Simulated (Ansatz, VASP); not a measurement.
# Te2Mo in VASP and in Ansatz

```
Te Mo
1.0
     3.78400    0.00000    0.00000
    -1.89200    3.27704    0.00000
     0.00000    0.00000   33.26988
Te Mo
2 1
Direct
  0.33333 0.66667 0.44539
  0.33333 0.66667 0.55461
  0.66667 0.33333 0.50000
```

Alike in both runs: task single point; functional PBE; dispersion D3(BJ); k mesh 9 × 9 × 1; occupations gaussian, width 0.02 eV; no spin polarisation.

```csv
,VASP,Ansatz
version,VASP 6.6.1,Ansatz 0.2.0
potentials or method,"VASP PAW PBE potentials, release 64 (Te, Mo_sv)","scalar-relativistic, plane waves, PAW"
plane-wave cutoff (eV),520,420
valence electrons in the cell,26,46
```

VASP gave:

* gap on the k mesh at the Fermi level (eV): 0.74
* least direct gap on the mesh (eV): 0.74
* rms of the force components (eV/Å): 0.517

What did Ansatz give for the same quantities?

gap on the k mesh at the Fermi level (eV): 0.74; least direct gap on the mesh (eV): 0.74; rms of the force components (eV/Å): 0.522.

The two sets of potentials don't hold the same shells in valence. Ansatz warned: «dispersion_switch_in_reach».

Caveats: spin-orbit coupling is left out, which moves the levels of the heavy elements.
